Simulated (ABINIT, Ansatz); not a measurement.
# A GW chain in ABINIT: NaF (Villiaumite), part 2 of 3

How does a plane-wave GW calculation on NaF (Villiaumite) run from the first input to the gap?

ABINIT 10.8.3; PBE and many-body steps on it, plane waves. Known limits of the many-body steps: not at the basis limit.

So far. Step 2 (Ground state): The gap is direct, at Γ.

The database entry behind the starting cell differs from later determinations by our own check (0.1 to 0.3 % short, probably kX units), so it need not match the best structure at ambient conditions.

**3. Bands along the symmetry lines**

Level of this step: DFT, PBE, plane waves, norm-conserving pseudopotentials (ABINIT).

Levels along a band path, at the cheap level, show where the edges lie and whether the meshes to come will hold them.

Contents of run.abi:

```
acell 3*1.0 Angstrom
rprim 
  0.000000000000 2.310000000000 2.310000000000
  2.310000000000 0.000000000000 2.310000000000
  2.310000000000 2.310000000000 0.000000000000
ntypat 2
znucl 11 9
natom 2
typat 1 2
xred 
  0.000000000000 0.000000000000 0.000000000000
  0.500000000000 0.500000000000 0.500000000000
pp_dirpath "pseudos"
pseudos "Na.upf, F.upf"
ecut 38
iscf -2
irdden 1
kptopt 0
nkpt 50
kpt 
  0.00000000 0.00000000 0.00000000
  0.06250000 0.00000000 0.06250000
  0.12500000 0.00000000 0.12500000
  0.18750000 0.00000000 0.18750000
  0.25000000 0.00000000 0.25000000
  0.31250000 0.00000000 0.31250000
  0.37500000 0.00000000 0.37500000
  0.43750000 0.00000000 0.43750000
  0.50000000 0.00000000 0.50000000
  0.51562500 0.03125000 0.51562500
  0.53125000 0.06250000 0.53125000
  0.54687500 0.09375000 0.54687500
  0.56250000 0.12500000 0.56250000
  0.57812500 0.15625000 0.57812500
  0.59375000 0.18750000 0.59375000
  0.60937500 0.21875000 0.60937500
  0.62500000 0.25000000 0.62500000
  0.37500000 0.37500000 0.75000000
  0.32812500 0.32812500 0.65625000
  0.28125000 0.28125000 0.56250000
  0.23437500 0.23437500 0.46875000
  0.18750000 0.18750000 0.37500000
  0.14062500 0.14062500 0.28125000
  0.09375000 0.09375000 0.18750000
  0.04687500 0.04687500 0.09375000
  0.00000000 0.00000000 0.00000000
  0.06250000 0.06250000 0.06250000
  0.12500000 0.12500000 0.12500000
  0.18750000 0.18750000 0.18750000
  0.25000000 0.25000000 0.25000000
  0.31250000 0.31250000 0.31250000
  0.37500000 0.37500000 0.37500000
  0.43750000 0.43750000 0.43750000
  0.50000000 0.50000000 0.50000000
  0.50000000 0.46875000 0.53125000
  0.50000000 0.43750000 0.56250000
  0.50000000 0.40625000 0.59375000
  0.50000000 0.37500000 0.62500000
  0.50000000 0.34375000 0.65625000
  0.50000000 0.31250000 0.68750000
  0.50000000 0.28125000 0.71875000
  0.50000000 0.25000000 0.75000000
  0.50000000 0.21875000 0.71875000
  0.50000000 0.18750000 0.68750000
  0.50000000 0.15625000 0.65625000
  0.50000000 0.12500000 0.62500000
  0.50000000 0.09375000 0.59375000
  0.50000000 0.06250000 0.56250000
  0.50000000 0.03125000 0.53125000
  0.50000000 0.00000000 0.50000000
istwfk *1
nband 15
nbdbuf 2
tolwfr 1e-08
nstep 40
prtwf 0
prtvol 0
indata_prefix "in"
outdata_prefix "out"
tmpdata_prefix "tmp"
```

Run with:

```console
$ OMP_NUM_THREADS=1 mpirun -n 4 abinit run.abi > log
```

Numbers of over 12 decimals in the logs are rounded to 6 here.

The program printed:

```text
.Version 10.8.3 of ABINIT. v10.8.2 released Aug 2026.

 Symmetries : space group Fm -3 m (#225); Bravais cF (face-center cubic)
[... echo of the input left out ...]
== DATASET  1 ==================================================================
-   mpi_nproc: 4, omp_nthreads: 1 (-1 if OMP is not activated)

--- !DatasetInfo
iteration_state: {dtset: 1, }
dimensions: {natom: 2, nkpt: 50, mband: 15, nsppol: 1, nspinor: 1, nspden: 1, mpw: 1880, }
cutoff_energies: {ecut:  38.0, pawecutdg:  -1.0, }
electrons: {nelect:   1.60000000E+01, charge:   0.00000000E+00, occopt:   1.00000000E+00, tsmear:   1.00000000E-02, }

 Real(R)+Recip(G) space primitive vectors, cartesian coordinates (Bohr,Bohr^-1):
 R(1)=  0.0000000  4.3652674  4.3652674  G(1)= -0.1145405  0.1145405  0.1145405
 R(2)=  4.3652674  0.0000000  4.3652674  G(2)=  0.1145405 -0.1145405  0.1145405
 R(3)=  4.3652674  4.3652674  0.0000000  G(3)=  0.1145405  0.1145405 -0.1145405
 Unit cell volume ucvol=  1.6636522E+02 bohr^3
 Angles (23,13,12)=  6.00000000E+01  6.00000000E+01  6.00000000E+01 degrees

 getcut: wavevector=  0.0000  0.0000  0.0000  ngfft=  36  36  36
         ecut(hartree)=     38.000   => boxcut(ratio)=   2.10145

--- Pseudopotential description ------------------------------------------------
- Na Generated using ONCVPSP code by D. R. Hamann
- 11.00000   9.00000  171031                  znucl, zion, pspdat
12 -101130 1 -1 1992                          pspcod,pspxc,lmax,lloc,mmax
     nproj     2     2     0
  pspatm : epsatm=    9.36084378
         --- l  ekb(1:nproj) -->
             0    2.667291   -0.676599
             1   -6.743718   -2.407365
 pspatm: atomic psp has been read  and splines computed

- F Generated using ONCVPSP code by D. R. Hamann
-  9.00000   7.00000  171031                  znucl, zion, pspdat
12 -101130 2 -1 832                           pspcod,pspxc,lmax,lloc,mmax
     nproj     2     2     1
  pspatm : epsatm=    4.87625608
         --- l  ekb(1:nproj) -->
             0    6.519403    1.070094
[...]
2   -2.441503
 pspatm: atomic psp has been read  and splines computed

--------------------------------------------------------------------------------

================================================================================
 prteigrs : about to open file out_EIG
 Non-SCF case, kpt    1 (  0.00000  0.00000  0.00000), residuals and eigenvalues=
  3.60E-09  2.52E-09  7.97E-09  3.08E-09  8.09E-09  6.43E-09  1.36E-09  9.53E-10
  1.24E-09  9.78E-09  8.94E-09  8.26E-10  3.23E-09  4.49E-08  7.70E-08
 -1.7783E+00 -7.5120E-01 -7.4502E-01 -7.4502E-01 -7.4502E-01 -4.8861E-02
 -4.8861E-02 -4.8861E-02  1.8595E-01  6.5511E-01  6.5511E-01  6.5511E-01
[...]
Non-SCF case, kpt    2 (  0.06250  0.00000  0.06250), residuals and eigenvalues=
  3.39E-09  8.37E-09  1.78E-09  2.56E-09  3.38E-09  1.79E-09  2.15E-09  1.07E-09
[...]
7.11E-09  9.11E-09  2.07E-09  6.00E-09  2.45E-09  4.44E-09  1.89E-09  9.20E-09
  2.82E-09  2.68E-09  2.37E-09  8.75E-09  7.65E-09  6.74E-09  8.92E-09
[...]
Non-SCF case, kpt   49 (  0.50000  0.03125  0.53125), residuals and eigenvalues=
[...]
Non-SCF case, kpt   50 (  0.50000  0.00000  0.50000), residuals and eigenvalues=
[...]
-1.7776E+00 -7.5029E-01 -7.4703E-01 -7.4703E-01 -7.4207E-01 -9.5843E-02
 -6.3793E-02 -6.3793E-02  4.3796E-01  4.4449E-01  4.5634E-01  6.8268E-01
[...]
--- !ResultsGS
iteration_state: {dtset: 1, }
comment   : Summary of ground state results
lattice_vectors:
- [  0.0000000,   4.3652674,   4.3652674, ]
- [  4.3652674,   0.0000000,   4.3652674, ]
- [  4.3652674,   4.3652674,   0.0000000, ]
lattice_lengths: [   6.17342,    6.17342,    6.17342, ]
lattice_angles: [ 60.000,  60.000,  60.000, ] # degrees, (23, 13, 12)
lattice_volume:   1.6636522E+02
convergence: {deltae:  0.000E+00, res2:  0.000E+00, residm:  9.992E-09, diffor:  0.000E+00, }
etotal    :  -7.04829795E+01
entropy   :   0.00000000E+00
fermie    :  -4.88605676E-02
cartesian_stress_tensor: null
pressure_GPa: null
xred      :
- [  0.0000E+00,   0.0000E+00,   0.0000E+00, Na]
- [  5.0000E-01,   5.0000E-01,   5.0000E-01,  F]
cartesian_forces: null
force_length_stats: {min: null, max: null, mean: null, }

 Integrated electronic density in atomic spheres:
 ------------------------------------------------
 Atom  Sphere_radius  Integrated_density
[...]
================================================================================

 ----iterations are completed or convergence reached----

 Mean square residual over all n,k,spin=   35.518E-10; max=  99.923E-10
 reduced coordinates (array xred) for    2 atoms
       0.000000000000      0.000000000000      0.000000000000
       0.500000000000      0.500000000000      0.500000000000

 cartesian coordinates (angstrom) at end:
    1      0.000000     0.000000     0.000000
    2      2.310000     2.310000     2.310000
 length scales=  1.889726125908  1.889726125908  1.889726125908 bohr
              =  1.000000000000  1.000000000000  1.000000000000 angstroms
 prteigrs : about to open file out_EIG
 Eigenvalues (hartree) for nkpt=  50  k points:
 kpt#   1, nband= 15, wtk=  1.00000, kpt=  0.0000  0.0000  0.0000 (reduced coord)
[...]
kpt#   2, nband= 15, wtk=  1.00000, kpt=  0.0625  0.0000  0.0625 (reduced coord)
[...]
kpt#   3, nband= 15, wtk=  1.00000, kpt=  0.1250  0.0000  0.1250 (reduced coord)
[...]
kpt#  49, nband= 15, wtk=  1.00000, kpt=  0.5000  0.0313  0.5313 (reduced coord)
  -1.77764   -0.75026   -0.74869   -0.74705   -0.74034   -0.09557   -0.06415   -0.06403
   0.43801    0.44440    0.45776    0.67842    0.68499    0.84340    1.01693
 kpt#  50, nband= 15, wtk=  1.00000, kpt=  0.5000  0.0000  0.5000 (reduced coord)
  -1.77764   -0.75029   -0.74703   -0.74703   -0.74207   -0.09584   -0.06379   -0.06379
   0.43796    0.44449    0.45634    0.68268    0.68268    0.83897    1.01712

== END DATASET(S) ==============================================================
================================================================================

 -outvars: echo values of variables after computation  --------
            nband          15
             nkpt          50
          spgroup         225
 [... the other variables as echoed above ...]

 Calculation completed.
```

The job ended after 5.2 s (4 MPI ranks of Intel Xeon Platinum 8488C (Sapphire Rapids), shared host; peak memory 0.29 GiB; 20 s of CPU time).

Numbers from this step:

- gap: 6.390 eV
- k of the valence top: 0, 0, 0
- k of the conduction bottom: 0, 0, 0
- least direct gap: 6.390 eV

The gap is 6.390 eV, as in the run before at this level.

Electronic bands along the path, in eV, zero at the top of the highest filled band; v1 is the highest filled band, c1 the lowest empty one:

```
    point      v4     v3     v2     v1     c1     c2     c3     c4
        Γ  -18.94   0.00   0.00   0.00   6.39  19.16  19.16  19.16
  halfway  -18.50  -0.90  -0.21  -0.21   8.82  15.14  19.27  19.56
        X  -18.86  -1.28  -0.41  -0.41  13.25  13.42  13.75  19.91
  halfway  -18.67  -1.22  -0.54  -0.40  13.26  13.37  14.05  19.58
        U  -18.45  -1.06  -0.83  -0.37  12.94  13.33  14.85  19.55
jump to K  -18.45  -1.06  -0.83  -0.37  12.94  13.33  14.85  19.55
  halfway  -18.35  -1.01  -0.32  -0.16   9.03  14.85  18.39  21.12
        Γ  -18.94   0.00   0.00   0.00   6.39  19.16  19.16  19.16
  halfway  -18.41  -0.90  -0.13  -0.13   8.26  15.28  19.91  19.91
        L  -18.13  -1.59  -0.25  -0.25  10.88  12.57  20.25  20.25
  halfway  -18.27  -1.31  -0.58  -0.34  11.89  12.82  17.27  19.13
        W  -18.44  -0.87  -0.87  -0.57  13.32  13.32  15.34  17.03
  halfway  -18.58  -1.17  -0.55  -0.49  13.27  13.39  14.33  18.54
        X  -18.86  -1.28  -0.41  -0.41  13.25  13.42  13.75  19.91
```

The electronic bands as a text plot (rows in eV, shown from -8.0 to 12.4 only):

```
   12.0 |          ++      +                          ++
   11.1 |         +         ++                   +++++
   10.3 |       ++            ++                +
    9.4 |                       +            +++
    8.6 |     ++                            +
    7.7 |    +                   ++        +
    6.9 | +++                      +++  +++
    6.0 |+                            ++
    5.2 |
    4.3 |
    3.5 |
    2.6 |
    1.8 |
    0.9 |
    0.1 |**********        ****************************
   -0.8 |    ***** ******************      ****      ************
   -1.6 |         ******                       ********       ***
   -2.5 |
   -3.3 |
   -4.2 |
   -5.0 |
   -5.9 |
   -6.7 |
   -7.6 |
         Γ           X  U|K            Γ         L        W     X
```

**4. Empty states on the mesh, 6×6×6 mesh, 463 bands**

The sums over transitions need many empty states on a uniform mesh; this step solves for them.

Contents of run.abi:

```
acell 3*1.0 Angstrom
rprim 
  0.000000000000 2.310000000000 2.310000000000
  2.310000000000 0.000000000000 2.310000000000
  2.310000000000 2.310000000000 0.000000000000
ntypat 2
znucl 11 9
natom 2
typat 1 2
xred 
  0.000000000000 0.000000000000 0.000000000000
  0.500000000000 0.500000000000 0.500000000000
pp_dirpath "pseudos"
pseudos "Na.upf, F.upf"
ecut 38
ngkpt 6 6 6
nshiftk 1
shiftk 0 0 0
kptopt 1
chksymbreak 0
irdden 1
istwfk *1
nband 463
prtvol 0
optdriver 6
gwr_task "HDIAGO"
paral_kgb 0
occopt 1
indata_prefix "in"
outdata_prefix "out"
tmpdata_prefix "tmp"
```

The program printed:

```text
[banner, memory and clock lines left out]
.Version 10.8.3 of ABINIT. v10.8.2 released Aug 2026.

 Symmetries : space group Fm -3 m (#225); Bravais cF (face-center cubic)
[... echo of the input left out ...]
== DATASET  1 ==================================================================
-   mpi_nproc: 4, omp_nthreads: 1 (-1 if OMP is not activated)

--- !DatasetInfo
iteration_state: {dtset: 1, }
dimensions: {natom: 2, nkpt: 16, mband: 463, nsppol: 1, nspinor: 1, nspden: 1, mpw: 1874, }
cutoff_energies: {ecut:  38.0, pawecutdg:  -1.0, }
electrons: {nelect:   1.60000000E+01, charge:   0.00000000E+00, occopt:   1.00000000E+00, tsmear:   1.00000000E-02, }

.Using double precision arithmetic; gwpc =  8

- Reading GS density from: in_DEN

--- Pseudopotential description ------------------------------------------------
- Na Generated using ONCVPSP code by D. R. Hamann
- 11.00000   9.00000  171031                  znucl, zion, pspdat
12 -101130 1 -1 1992                          pspcod,pspxc,lmax,lloc,mmax
     nproj     2     2     0
  pspatm : epsatm=    9.36084378
         --- l  ekb(1:nproj) -->
             0    2.667291   -0.676599
             1   -6.743718   -2.407365
 pspatm: atomic psp has been read  and splines computed

- F Generated using ONCVPSP code by D. R. Hamann
-  9.00000   7.00000  171031                  znucl, zion, pspdat
12 -101130 2 -1 832                           pspcod,pspxc,lmax,lloc,mmax
     nproj     2     2     1
  pspatm : epsatm=    4.87625608
         --- l  ekb(1:nproj) -->
             0    6.519403    1.070094
             1   -3.955629   -1.291931
             2   -2.441503
 pspatm: atomic psp has been read  and splines computed

   2.27793598E+02                                ecore*ucvol(ha*bohr**3)

 Total charge density [el/Bohr^3]
)     Maximum=    2.7052E+00  at reduced coord.    0.9722    0.9722    0.9722
)     Minimum=    2.4600E-03  at reduced coord.    0.2500    0.2500    0.2500
   Integrated=    1.6000E+01

 === KS gaps after direct diagonalization ===
 Direct band gap semiconductor
 Fundamental gap:     6.390 (eV)
   VBM:    -1.330 (eV) at k: [ 0.0000E+00,  0.0000E+00,  0.0000E+00]
   CBM:     5.060 (eV) at k: [ 0.0000E+00,  0.0000E+00,  0.0000E+00]
 Direct gap:         6.390 (eV) at k: [ 0.0000E+00,  0.0000E+00,  0.0000E+00]

== END DATASET(S) ==============================================================

 -outvars: echo values of variables after computation  --------
           etotal      0.0000000000E+00
            nband         463
             nkpt          16
          spgroup         225
 [... the other variables as echoed above ...]

 Calculation completed.
```

Elapsed: 19 s, on 4 MPI ranks; peak memory 1.1 GiB; 74 s of CPU time.

Numbers from this step:

```
gap                                                           : 6.390 eV
k of the valence top                                          : 0, 0, 0
k of the conduction bottom                                    : 0, 0, 0
least direct gap                                              : 6.390 eV
k points computed                                             : 16
lowest point of the top converged band, above the valence top : 391.3185 eV
```

On this mesh the gap is 6.390 eV.

**5. Screening, 6×6×6 mesh, 455 bands, screening to 435.4 eV**

The RPA dielectric matrix is built and inverted for each q.

This step: RPA screening on PBE, plane waves, norm-conserving pseudopotentials.

run.abi: that of step 4 with these lines changed.

```diff
@@ -20,10 +20,11 @@
 chksymbreak 0
-irdden 1
 istwfk *1
-nband 463
-prtvol 0
-optdriver 6
-gwr_task "HDIAGO"
-paral_kgb 0
 occopt 1
+irdwfk 1
+optdriver 3
+nband 455
+ecuteps 16
+inclvkb 2
+awtr 1
+symchi 1
 indata_prefix "in"
```

The program printed:

```text
.Version 10.8.3 of ABINIT. v10.8.2 released Aug 2026.

 Symmetries : space group Fm -3 m (#225); Bravais cF (face-center cubic)
[... echo of the input left out ...]
== DATASET  1 ==================================================================
-   mpi_nproc: 4, omp_nthreads: 1 (-1 if OMP is not activated)

--- !DatasetInfo
iteration_state: {dtset: 1, }
dimensions: {natom: 2, nkpt: 16, mband: 455, nsppol: 1, nspinor: 1, nspden: 1, mpw: 1874, }
cutoff_energies: {ecut:  38.0, pawecutdg:  -1.0, }
electrons: {nelect:   1.60000000E+01, charge:   0.00000000E+00, occopt:   1.00000000E+00, tsmear:   1.00000000E-02, }

 SCREENING: Calculation of the susceptibility and dielectric matrices

 Based on a program developped by R.W. Godby, V. Olevano, G. Onida, and L. Reining.
 Incorporated in ABINIT by V. Olevano, G.-M. Rignanese, and M. Torrent.
.Using double precision arithmetic ; gwpc =  8

[... cell and pseudopotentials left out ...]
--------------------------------------------------------------------------------

 ==== K-mesh for the wavefunctions ====
 Number of points in the irreducible wedge :    16
[... list of points left out ...]
 Together with 48 symmetry operations and time-reversal symmetry
 yields   216 points in the full Brillouin Zone.

 ==== Q-mesh for the screening function ====
 Number of points in the irreducible wedge :    16
[... list of points left out ...]
 Together with 48 symmetry operations and time-reversal symmetry
 yields   216 points in the full Brillouin Zone.

 setmesh: FFT mesh size selected  =    27x   27x   27
          total number of points  =        19683

 vcoul_init : cutoff-mode = AUXILIARY_FUNCTION
 q-points for optical limit:   1
     1)      0.000010    0.000020    0.000030

- screening: taking advantage of time-reversal symmetry
- Maximum band index for partially occupied states nbvw = 8
- Remaining bands to be divided among processors   nbcw = 447
- Number of bands treated by each node ~111

 Number of electrons calculated from density =   16.0000; Expected =   16.0000
 average of density, n =  0.096174
 r_s =    1.3540
 omega_plasma =   29.9147 [eV]

 calculating chi0 at frequencies [eV] :
  1    0.000000E+00    0.000000E+00
  2    0.000000E+00    2.991468E+01

--------------------------------------------------------------------------------
  q-point number  1        q = ( 0.000000, 0.000000, 0.000000) [r.l.u.]
--------------------------------------------------------------------------------
[... chi0 elements left out ...]
 For q-point:  0.000010 0.000020 0.000030
  dielectric constant =   1.7981
  dielectric constant without local fields =   1.9023

  Average fulfillment of the sum rule on Im[epsilon] for q-point    1 :    100.65  [%]
[... wings left out ...]
  q-point number  2        q = ( 0.166667, 0.000000, 0.000000) [r.l.u.]
--------------------------------------------------------------------------------
[... chi0 elements left out ...]
  Average fulfillment of the sum rule on Im[epsilon] for q-point    2 :    107.04  [%]

 [... 14 further q-points ...]
```

The job ended after 15 min (4 MPI ranks; peak memory 3.6 GiB; 61 min of CPU time).

This step gave:

| Property | Result |
| --- | --- |
| ε∞ with local fields, on this mesh, along the program's q direction | 1.798 |
| the same without local fields | 1.902 |
| plasma frequency | 29.91 eV |
| plane waves in the screening matrix | 531 |

Local fields lower ε∞ by 5 %.

(Continued in part 3 of 3.)

[Paths, hosts, dates, memory and timing lines, banners, echoed tables and standing remarks are left out of the program output.]

[Logs are printed without paths, hosts, clocks, repeated set-up lines and the standing remarks that a program may print on its own settings, such as how far it seeks lower states.]

[Runs of the session that timed out or met a known fault of the program may be left out.]

[Hosts, paths, dates, database ids (printed as entryN), source tags and the programs' standing remarks are cut or masked in the printed files.]

[G0W0 gaps are taken among the corrected bands and points alone; a level outside them can change the order at an edge.]

[Where Ansatz stands beside ABINIT at settings called matched, ABINIT's density can come from a denser mesh and the files from another edition; pairs whose starting gaps differed by over 0.03 eV were left out, so agreement reads better than it is.]
